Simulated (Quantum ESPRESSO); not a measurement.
Set up this calculation in Quantum ESPRESSO 7.5, as the native input.

| Quantity | Value |
| --- | --- |
| Task | band structure |
| Functional | r2SCAN |
| Potentials or basis | SG15 PBE 1.2 |
| Cutoff | 599 eV |
| Density cutoff | 2395 eV |
| k mesh | 8 × 8 × 6 |
| Occupations | fermi-dirac, width 0.05 eV |
| Spin | no spin polarisation |
| Symmetry | off |
| Mixing beta | 0.5 |
| Most SCF iterations | 120 |
| SCF threshold | 1e-08 Ry |

The system is P.

```xyz
4
Lattice="1.6477 -5.4650 0.0000 1.6477 5.4650 0.0000 0.0000 0.0000 4.5436" Properties=species:S:1:pos:R:3 pbc="T T T"
P     1.6477   -4.4173    2.6754
P     1.6477    4.4173    1.8683
P     1.6477   -1.0477    0.4035
P     1.6477    1.0477    4.1401
```

One way to write it, as run:

pw.in

```
&CONTROL
  calculation = 'scf'
  prefix = 'pwscf'
  outdir = './tmp'
  pseudo_dir = './pseudo'
  tprnfor = .true.
  tstress = .true.
  disk_io = 'low'
/
&SYSTEM
  ibrav = 0
  celldm(1) = 8
  nat = 4
  ntyp = 1
  ecutwfc = 44
  nbnd = 16
  input_dft = 'r2scan'
  occupations = 'smearing'
  smearing = 'fd'
  degauss = 0.00367493
  nosym = .true.
/
&ELECTRONS
  conv_thr = 1d-08
  electron_maxstep = 120
  mixing_beta = 0.5
/
ATOMIC_SPECIES
P     30.9738 P_ONCV_PBE-1.2.upf
CELL_PARAMETERS alat
  0.3892229035355  -1.2909280701484   0.0000000000000
  0.3892229035355   1.2909280701484   0.0000000000000
  0.0000000000000   0.0000000000000   1.0732783594003
ATOMIC_POSITIONS crystal
P      0.9041431300    0.0958568700    0.5888151700
P      0.0958568700    0.9041431300    0.4111848300
P      0.5958568700    0.4041431300    0.0888151700
P      0.4041431300    0.5958568700    0.9111848300
K_POINTS automatic
8 8 6 0 0 0
```

bands.in

```
&CONTROL
  calculation = 'bands'
  prefix = 'pwscf'
  outdir = './tmp'
  pseudo_dir = './pseudo'
  disk_io = 'low'
  verbosity = 'high'
/
&SYSTEM
  ibrav = 0
  celldm(1) = 8
  nat = 4
  ntyp = 1
  ecutwfc = 44
  nbnd = 16
  input_dft = 'r2scan'
  occupations = 'smearing'
  smearing = 'fd'
  degauss = 0.00367493
  nosym = .true.
/
&ELECTRONS
  conv_thr = 1d-08
  electron_maxstep = 120
  mixing_beta = 0.5
  diago_full_acc = .true.
  startingwfc = 'random'
/
ATOMIC_SPECIES
P     30.9738 P_ONCV_PBE-1.2.upf
CELL_PARAMETERS alat
  0.3892229035355  -1.2909280701484   0.0000000000000
  0.3892229035355   1.2909280701484   0.0000000000000
  0.0000000000000   0.0000000000000   1.0732783594003
ATOMIC_POSITIONS crystal
P      0.9041431300    0.0958568700    0.5888151700
P      0.0958568700    0.9041431300    0.4111848300
P      0.5958568700    0.4041431300    0.0888151700
P      0.4041431300    0.5958568700    0.9111848300
K_POINTS crystal
60
 0.0000000000  0.0000000000  0.0000000000 1
 0.0454544179  0.0454544179  0.0000000000 1
 0.0909088358  0.0909088358  0.0000000000 1
 0.1363632536  0.1363632536  0.0000000000 1
 0.1818176715  0.1818176715  0.0000000000 1
 0.2272720894  0.2272720894  0.0000000000 1
 0.2727265073  0.2727265073  0.0000000000 1
 0.0000000000  0.5000000000  0.0000000000 1
 0.0000000000  0.5000000000  0.1250000000 1
 0.0000000000  0.5000000000  0.2500000000 1
 0.0000000000  0.5000000000  0.3750000000 1
 0.0000000000  0.5000000000  0.5000000000 1
 0.2727265073  0.2727265073  0.5000000000 1
 0.2337655777  0.2337655777  0.5000000000 1
 0.1948046481  0.1948046481  0.5000000000 1
 0.1558437184  0.1558437184  0.5000000000 1
 0.1168827888  0.1168827888  0.5000000000 1
 0.0779218592  0.0779218592  0.5000000000 1
 0.0389609296  0.0389609296  0.5000000000 1
 0.0000000000  0.0000000000  0.5000000000 1
 0.0000000000  0.0000000000  0.4000000000 1
 0.0000000000  0.0000000000  0.3000000000 1
 0.0000000000  0.0000000000  0.2000000000 1
 0.0000000000  0.0000000000  0.1000000000 1
 0.0000000000  0.0000000000  0.0000000000 1
-0.1250000000  0.1250000000  0.0000000000 1
-0.2500000000  0.2500000000  0.0000000000 1
-0.3750000000  0.3750000000  0.0000000000 1
-0.5000000000  0.5000000000  0.0000000000 1
-0.4675323582  0.5324676418  0.0000000000 1
-0.4350647164  0.5649352836  0.0000000000 1
-0.4025970745  0.5974029255  0.0000000000 1
-0.3701294327  0.6298705673  0.0000000000 1
-0.3376617909  0.6623382091  0.0000000000 1
-0.3051941491  0.6948058509  0.0000000000 1
-0.2727265073  0.7272734927  0.0000000000 1
-0.2727265073  0.7272734927  0.1000000000 1
-0.2727265073  0.7272734927  0.2000000000 1
-0.2727265073  0.7272734927  0.3000000000 1
-0.2727265073  0.7272734927  0.4000000000 1
-0.2727265073  0.7272734927  0.5000000000 1
-0.3051941491  0.6948058509  0.5000000000 1
-0.3376617909  0.6623382091  0.5000000000 1
-0.3701294327  0.6298705673  0.5000000000 1
-0.4025970745  0.5974029255  0.5000000000 1
-0.4350647164  0.5649352836  0.5000000000 1
-0.4675323582  0.5324676418  0.5000000000 1
-0.5000000000  0.5000000000  0.5000000000 1
-0.5000000000  0.5000000000  0.4166666667 1
-0.5000000000  0.5000000000  0.3333333333 1
-0.5000000000  0.5000000000  0.2500000000 1
-0.5000000000  0.5000000000  0.1666666667 1
-0.5000000000  0.5000000000  0.0833333333 1
-0.5000000000  0.5000000000  0.0000000000 1
 0.0000000000  0.0000000000  0.5000000000 1
-0.1000000000  0.1000000000  0.5000000000 1
-0.2000000000  0.2000000000  0.5000000000 1
-0.3000000000  0.3000000000  0.5000000000 1
-0.4000000000  0.4000000000  0.5000000000 1
-0.5000000000  0.5000000000  0.5000000000 1
```

Potentials or basis: SG15 PBE 1.2.

Run with:

```bash
$ OMP_NUM_THREADS=1 mpirun -n 2 pw.x -nk 2 -in pw.in > pw.out
$ OMP_NUM_THREADS=1 mpirun -n 2 pw.x -nk 2 -in bands.in > bands.out
```

It gave:

| Item | Value |
| --- | --- |
| Pressure | 1.1 GPa |
| Largest force | 0.226 eV/Å |
| Band gap on the k mesh | 0.21 eV, direct |
| Band gap along the path | 0.21 eV, direct |

Caveat: the potentials were made for another functional, which shifts forces and pressure.

Run time: 4.4 min on 2 MPI ranks on AMD EPYC 7R43 64-Core Processor (Zen 3), with other jobs on the host, peak memory 0.3 GiB a rank.
